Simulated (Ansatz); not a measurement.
# HfH2: energy and pressure over a range of volumes, part 2 of 2

Aim: scale the cell of HfH2 up and down at fixed shape and fractional positions, and get the equilibrium volume and bulk modulus with LAPW, PAW and all-electron datasets made for the crystal.

Ansatz 0.2.0; DFT LDA; a database cell (COD). «Crystal datasets» are all-electron PAW datasets made for this crystal. The steps go on from the part before.

## (9) Volume × 1.02, PAW

Input file input.yaml:

```yaml
crystal:
  lattice:
    - [-1.7505168919, 1.7505168919, 2.1949408182]
    - [1.7505168919, -1.7505168919, 2.1949408182]
    - [1.7505168919, 1.7505168919, -2.1949408182]
  atoms:
    - { symbol: Hf, position: [0.0, 0.0, 0.0] }
    - { symbol: H, position: [0.75, 0.25, 0.5] }
    - { symbol: H, position: [0.25, 0.75, 0.5] }
kpoints:
  mp_grid: { grid: [12, 12, 12] }
scf:
  occupations: { method: fermi_dirac, width: 0.03 }
hamiltonian:
  xc: lda
  pseudopotentials: { kind: paw }
output:
  forces: true
  stress: true
  eigenvalues: true
  efg: { contact_densities: true }
```

The run is started by

```
$ ansatz run input.yaml --threads 1 --pin off --max-ram 4096MiB --backend cpu --events-out ev --progress --plain --runs-dir out
```

The log of the run, cut to the lines that bear on the results:

```text
Hf: output.efg is read without spin–orbit coupling, which moves field gradients at and beside such atoms by some per cent and up to a factor of two; PAW files take it under magnetization.noncollinear and magnetization.spin_orbit
[...]
Pseudopotentials: kind: paw
Pseudopotential: Hf, paw, valence charge 26, recommended cutoff 420 eV (normal)
Pseudopotential: H, paw, valence charge 1, recommended cutoff 420 eV (normal)
Functional definition: SPW92
[...]
Crystal: 3 atoms, lattice volume = 26.904 Å³
Basis set: ecut = 420 eV, 527 PW (Γ)
Bands: 18, of which v1, the nominal top of the filled ones, is band 14 counted from 1 (13 counted from 0)
Symmetry: 16 space group operations
Space group: I4/mmm (ITA 139), of the structure as read, at distance tolerance 3.0e-5 Å
k-points: 163 of 1728
[...]
--- Stress (GPa, compression-positive) ---
      -10.617605      -0.000000       0.000000
       -0.000000     -10.617605      -0.000000
        0.000000       0.000000     -11.356843
  P = ⅓ Tr σ = -10.8640 GPa (-108.640 kbar)
--- PAW observables at the nuclei: V_zz in 10²¹ V/m², potentials from the cell's mean, atoms counted from 1 ---
  atom   1  Hf V_zz =    -3.256605   η = 0.0000   by run symmetry: allowed
            electrostatic potential = -14180.985240 V   contact ρ = 7500109.313828 e/Å³
  atom   2  H  V_zz =    -0.005016   η = 0.0000   by run symmetry: allowed
            electrostatic potential = -50.337578 V   contact ρ = 2.787779 e/Å³
  atom   3  H  V_zz =    -0.005016   η = 0.0000   by run symmetry: allowed
            electrostatic potential = -50.337578 V   contact ρ = 2.787779 e/Å³
--- Band table (eV; the first three rows and the last of 163) ---
  k-point 0: bands = ["-44.9169", "-13.4081", "-13.4081", "-13.3554", "4.9747", "5.0747", "5.0747", "5.0806", "5.1018", "5.1018", "5.1309", "6.4912", "16.5503", "17.0735", "17.0735", "17.8283", "19.3313", "20.6203"]
[...]
```

Wall time 6.2 s (1 thread of Arm Neoverse V2, shared host); peak memory 0.41 GiB.

In short: pressure -10.86 GPa; no gap; Vzz Hf1 -3.26 (η = 0.00), H2 -0.01 (η = 0.00) (10²¹ V/m²).

## (10) Volume × 1.02, crystal datasets

input.yaml: that of step 9 with these lines changed.

```diff
@@ -15,3 +15,3 @@
   xc: lda
-  pseudopotentials: { kind: paw }
+  pseudopotentials: { kind: all_electron, datasets: crystal }
 output:
```

The run is started by

```
$ ansatz run input.yaml --threads 1 --pin off --max-ram 4096MiB --backend cpu --events-out ev --progress --plain --runs-dir out
```

The log of the run, cut to the lines that bear on the results:

```text
[...]
band count auto-derived: 20 (N_el = 28.0; filled up to band 14; 18 by the electrons, moments and atoms)
Hf: output.efg is read without spin–orbit coupling, which moves field gradients at and beside such atoms by some per cent and up to a factor of two; PAW files take it under magnetization.noncollinear and magnetization.spin_orbit
[...]
[... 4 set-up lines as earlier in the session ...]
[...]
Crystal: 3 atoms, lattice volume = 26.904 Å³
Basis set: ecut = 420 eV, 527 PW (Γ)
Bands: 20, of which v1, the nominal top of the filled ones, is band 14 counted from 1 (13 counted from 0)
[... 1 set-up line as earlier in the session ...]
[...]
--- Stress (GPa, compression-positive) ---
      -10.594682      -0.000000      -0.000000
       -0.000000     -10.594682      -0.000000
       -0.000000      -0.000000     -11.337553
  P = ⅓ Tr σ = -10.8423 GPa (-108.423 kbar)
--- PAW observables at the nuclei: V_zz in 10²¹ V/m², potentials from the cell's mean, atoms counted from 1 ---
  atom   1  Hf V_zz =    -3.466623   η = 0.0000   by run symmetry: allowed
            electrostatic potential = -14175.071149 V   contact ρ = 7496457.247765 e/Å³
  atom   2  H  V_zz =    -0.002548   η = 0.0000   by run symmetry: allowed
            electrostatic potential = -50.349254 V   contact ρ = 2.792962 e/Å³
  atom   3  H  V_zz =    -0.002548   η = 0.0000   by run symmetry: allowed
            electrostatic potential = -50.349254 V   contact ρ = 2.792962 e/Å³
--- Band table (eV; the first three rows and the last of 163) ---
  k-point 0: bands = ["-44.6547", "-13.1466", "-13.1466", "-13.0941", "5.2378", "5.3369", "5.3369", "5.3436", "5.3650", "5.3650", "5.3932", "6.7506", "16.8133", "17.3319", "17.3319", "18.0868", "19.5901", "20.8787"]
[...]
```

Run time: 25 s. Hardware: 1 thread of Arm Neoverse V2, shared host; peak memory 0.74 GiB.

Read from it: pressure -10.84 GPa; no gap; Vzz Hf1 -3.47 (η = 0.00), H2 0 (by symmetry or below 0.004) (10²¹ V/m²).

## (11) Volume × 1.06, LAPW

Input file input.yaml:

```yaml
crystal:
  lattice:
    - [-1.7731066982, 1.7731066982, 2.2232657593]
    - [1.7731066982, -1.7731066982, 2.2232657593]
    - [1.7731066982, 1.7731066982, -2.2232657593]
  atoms:
    - { symbol: Hf, position: [0.0, 0.0, 0.0] }
    - { symbol: H, position: [0.75, 0.25, 0.5] }
    - { symbol: H, position: [0.25, 0.75, 0.5] }
kpoints:
  mp_grid: { grid: [12, 12, 12] }
  band_path:
    path:
      - [0.0, 0.0, 0.0]
      - [0.0, 0.0, 0.5]
      - [0.25, 0.25, 0.25]
      - [0.0, 0.5, 0.0]
      - [0.0, 0.0, 0.0]
      - [0.5, 0.5, -0.5]
      - [0.4090109348, 0.5909890652, -0.4090109348]
      - [-0.4090109348, 0.4090109348, 0.4090109348]
      - [0.0, 0.0, 0.0]
    npoints: 5
scf:
  occupations: { method: fermi_dirac, width: 0.03 }
hamiltonian:
  xc: lda
  pseudopotentials: { kind: all_electron, lapw: { basis_error: 0.0005 } }
output:
  forces: true
  stress: true
  eigenvalues: true
```

The run is started by

```
$ ansatz run input.yaml --threads 1 --pin off --max-ram 4096MiB --backend cpu --events-out ev --progress --plain --runs-dir out
```

The log of the run, cut to the lines that bear on the results:

```text
LAPW: plane waves up to 8.914 Å⁻¹, error target 5.0e-4 eV per atom; small_component_spin mean_spin; H in spheres of 0.683 Å, 1 of its electrons in bands, Dirac shells []; Hf in spheres of 1.410 Å, 42 of its electrons in bands, Dirac shells []
[...]
[... 4 set-up lines as earlier in the session ...]
[...]
Crystal: 3 atoms, lattice volume = 27.959 Å³
Basis set: ecut = 302.70920985868827 eV, 323 PW (Γ), exchange–correlation at level 2
Bands: 27, of which v1, the nominal top of the filled ones, is band 22 counted from 1 (21 counted from 0)
[... 2 set-up lines as earlier in the session ...]
k-points: 163 of 1728
[...]
the basis was enlarged: its passes take 354.1 KiB over the memory plan, 1 of 1 planned eigensolver slots
[...]
SCF iter   9: F=-410038.780530 eV  HF=-410038.780530 eV  |F-HF|=1.69e-9  |Δ(HF+E_count)|=   3.39e-7  Δρ=1.07e-5  dr2=3.04e-8  ethr=3.34e-9  ⟨swp⟩=2.0  Hψ=12899  notcnv=0
[...]
NSCF: frozen V_eff on 41 k-points
SCF converged after 9 iterations
Free energy (F): -410038.780530 eV
[...]
E sigma→0 (E₀):  -410038.779531 eV
Entropy (-TS):   -0.001998 eV (-0.666 meV/atom)
Fermi energy:    17.077608 eV
[...]
--- Forces (eV/Å), atoms counted from 1 ---
  atom   1  Hf     0.00000000    -0.00000000     0.00000000
  atom   2  H      0.00000000     0.00000000     0.00000000
  atom   3  H      0.00000000    -0.00000000     0.00000000
[...]
--- Stress (GPa, compression-positive) ---
      -15.035349       0.000000       0.000000
        0.000000     -15.035349       0.000000
        0.000000       0.000000     -15.219844
  P = ⅓ Tr σ = -15.0968 GPa (-150.968 kbar)
--- Band table (eV; the first three rows and the last of 163) ---
[...]
```

Run time: 43 s. Hardware: 1 thread of Arm Neoverse V2, shared host; peak memory 0.59 GiB.

Result: pressure -15.10 GPa; no gap.

## (12) Volume × 1.06, PAW

Input file input.yaml:

```yaml
crystal:
  lattice:
    - [-1.7731066982, 1.7731066982, 2.2232657593]
    - [1.7731066982, -1.7731066982, 2.2232657593]
    - [1.7731066982, 1.7731066982, -2.2232657593]
  atoms:
    - { symbol: Hf, position: [0.0, 0.0, 0.0] }
    - { symbol: H, position: [0.75, 0.25, 0.5] }
    - { symbol: H, position: [0.25, 0.75, 0.5] }
kpoints:
  mp_grid: { grid: [12, 12, 12] }
scf:
  occupations: { method: fermi_dirac, width: 0.03 }
hamiltonian:
  xc: lda
  pseudopotentials: { kind: paw }
output:
  forces: true
  stress: true
  eigenvalues: true
  efg: { contact_densities: true }
  write_density: true
  write_potential: true
  elf: true
  volumetric_format: npy
```

The run is started by

```
$ ansatz run input.yaml --threads 1 --pin off --max-ram 4096MiB --backend cpu --events-out ev --progress --plain --runs-dir out
```

The log of the run, cut to the lines that bear on the results:

```text
Hf: output.efg is read without spin–orbit coupling, which moves field gradients at and beside such atoms by some per cent and up to a factor of two; PAW files take it under magnetization.noncollinear and magnetization.spin_orbit
[...]
[... 4 set-up lines as earlier in the session ...]
[...]
Crystal: 3 atoms, lattice volume = 27.959 Å³
Basis set: ecut = 420 eV, 551 PW (Γ)
Bands: 18, of which v1, the nominal top of the filled ones, is band 14 counted from 1 (13 counted from 0)
[... 2 set-up lines as earlier in the session ...]
k-points: 163 of 1728
[...]
--- Stress (GPa, compression-positive) ---
      -15.051940       0.000000       0.000000
        0.000000     -15.051940       0.000000
       -0.000000      -0.000000     -15.230833
  P = ⅓ Tr σ = -15.1116 GPa (-151.116 kbar)
--- PAW observables at the nuclei: V_zz in 10²¹ V/m², potentials from the cell's mean, atoms counted from 1 ---
  atom   1  Hf V_zz =    -3.154730   η = 0.0000   by run symmetry: allowed
            electrostatic potential = -14180.125158 V   contact ρ = 7500103.855809 e/Å³
  atom   2  H  V_zz =    -0.005806   η = 0.0000   by run symmetry: allowed
            electrostatic potential = -49.581944 V   contact ρ = 2.739477 e/Å³
  atom   3  H  V_zz =    -0.005806   η = 0.0000   by run symmetry: allowed
            electrostatic potential = -49.581944 V   contact ρ = 2.739477 e/Å³
--- Band table (eV; the first three rows and the last of 163) ---
  k-point 0: bands = ["-45.7433", "-14.2436", "-14.2436", "-14.1944", "4.1522", "4.2414", "4.2414", "4.2449", "4.2631", "4.2631", "4.2914", "5.9794", "15.8074", "16.3676", "16.3676", "17.0946", "18.5259", "19.7557"]
[...]
```

Wall time 6.3 s (1 thread of Arm Neoverse V2, shared host); peak memory 0.41 GiB.

Result: pressure -15.11 GPa; no gap; Vzz Hf1 -3.15 (η = 0.00), H2 -0.01 (η = 0.00) (10²¹ V/m²).

## (13) Volume × 1.06, crystal datasets

input.yaml: that of step 12 with these lines changed.

```diff
@@ -15,3 +15,3 @@
   xc: lda
-  pseudopotentials: { kind: paw }
+  pseudopotentials: { kind: all_electron, datasets: crystal }
 output:
@@ -21,5 +21 @@
   efg: { contact_densities: true }
-  write_density: true
-  write_potential: true
-  elf: true
-  volumetric_format: npy
```

The run is started by

```
$ ansatz run input.yaml --threads 1 --pin off --max-ram 4096MiB --backend cpu --events-out ev --progress --plain --runs-dir out
```

The log of the run, cut to the lines that bear on the results:

```text
[...]
band count auto-derived: 20 (N_el = 28.0; filled up to band 14; 18 by the electrons, moments and atoms)
Hf: output.efg is read without spin–orbit coupling, which moves field gradients at and beside such atoms by some per cent and up to a factor of two; PAW files take it under magnetization.noncollinear and magnetization.spin_orbit
[...]
[... 4 set-up lines as earlier in the session ...]
[...]
Crystal: 3 atoms, lattice volume = 27.959 Å³
Basis set: ecut = 420 eV, 551 PW (Γ)
Bands: 20, of which v1, the nominal top of the filled ones, is band 14 counted from 1 (13 counted from 0)
[... 1 set-up line as earlier in the session ...]
[...]
--- Stress (GPa, compression-positive) ---
      -15.035225       0.000000       0.000000
        0.000000     -15.035225       0.000000
        0.000000       0.000000     -15.219260
  P = ⅓ Tr σ = -15.0966 GPa (-150.966 kbar)
--- PAW observables at the nuclei: V_zz in 10²¹ V/m², potentials from the cell's mean, atoms counted from 1 ---
  atom   1  Hf V_zz =    -3.357116   η = 0.0000   by run symmetry: allowed
            electrostatic potential = -14174.206782 V   contact ρ = 7496451.837054 e/Å³
  atom   2  H  V_zz =    +0.002552   η = 0.0000   by run symmetry: allowed
            electrostatic potential = -49.593094 V   contact ρ = 2.744403 e/Å³
  atom   3  H  V_zz =    +0.002552   η = 0.0000   by run symmetry: allowed
            electrostatic potential = -49.593094 V   contact ρ = 2.744403 e/Å³
--- Band table (eV; the first three rows and the last of 163) ---
  k-point 0: bands = ["-45.4924", "-13.9930", "-13.9930", "-13.9441", "4.4031", "4.4914", "4.4914", "4.4957", "4.5140", "4.5140", "4.5415", "6.2280", "16.0602", "16.6155", "16.6155", "17.3425", "18.7739", "20.0035"]
[...]
```

Run time: 26 s. Hardware: 1 thread of Arm Neoverse V2, shared host; peak memory 0.78 GiB.

Result: pressure -15.10 GPa; no gap; Vzz Hf1 -3.36 (η = 0.00), H2 0 (by symmetry or below 0.004) (10²¹ V/m²).

## (14) All volumes together

| method | volume (Å³/atom) | F above the lowest (meV/atom) | pressure (GPa) | Vzz Hf1 (10²¹ V/m²) | Vzz H2 (10²¹ V/m²) |
| --- | --- | --- | --- | --- | --- |
| LAPW | 8.440 | 0.0 | -2.55 | – | – |
| LAPW | 8.704 | 8.0 | -7.02 | – | – |
| LAPW | 8.968 | 22.8 | -10.84 | – | – |
| LAPW | 9.320 | 51.4 | -15.10 | – | – |
| PAW | 8.440 | 0.0 | -2.59 | -3.38 | -0.02 |
| PAW | 8.704 | 8.0 | -7.05 | -3.32 | -0.01 |
| PAW | 8.968 | 22.8 | -10.86 | -3.26 | -0.01 |
| PAW | 9.320 | 51.5 | -15.11 | -3.15 | -0.01 |
| crystal datasets | 8.440 | – | -2.55 | -3.61 | -0.01 |
| crystal datasets | 8.704 | – | -7.02 | -3.54 | -0.01 |
| crystal datasets | 8.968 | – | -10.84 | -3.47 | 0.00 |
| crystal datasets | 9.320 | – | -15.10 | -3.36 | 0.00 |

## (15) Summary of results

This closing draws on all 2 parts.

| quantity | value |
| --- | --- |
| pressure at 8.44 Å³/atom (LAPW) | -2.55 GPa |
| pressure at 9.32 Å³/atom (LAPW) | -15.10 GPa |

In words: Over this range the mean stiffness −dP/dlnV is 127 GPa by LAPW; the pressure keeps one sign, so equilibrium lies outside the range, at a smaller volume. No thermal or zero-point expansion is included. Spin-orbit coupling is left out, though the cell holds Hf; in elements this heavy it can shift bands and gaps by tenths of an eV.
